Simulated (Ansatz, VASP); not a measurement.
**Two plane-wave programs on Cu**

```
CELL_PARAMETERS angstrom
-1.43934 1.43934 1.37075
1.43934 -1.43934 1.37075
1.43934 1.43934 -1.37075
ATOMIC_POSITIONS crystal
Cu 0.00000 0.00000 0.00000
```

Alike in both runs: functional PBEsol; k mesh 15 × 15 × 15; occupations fermi-dirac, width 0.05 eV; no spin polarisation.

Ansatz relaxed the structure, and its values are those at the end. VASP's run is a single point on that final structure, the one shown.

|  | VASP | Ansatz |
| --- | --- | --- |
| version | VASP 6.6.1 | Ansatz 0.2.0 |
| potentials or method | VASP PAW PBE potentials, release 64 (Cu) | plane waves, PAW |
| plane-wave cutoff (eV) | 520 | 420 |
| valence electrons in the cell | 11 | 19 |

|  | VASP | Ansatz | Ansatz less VASP |
| --- | --- | --- | --- |
| pressure (GPa) | 0.7 | 0.0 | -0.73 |

The two sets of potentials don't hold the same shells in valence.

Caveats: the PAW data sets were made with another functional, which shifts forces and pressure a little (VASP).
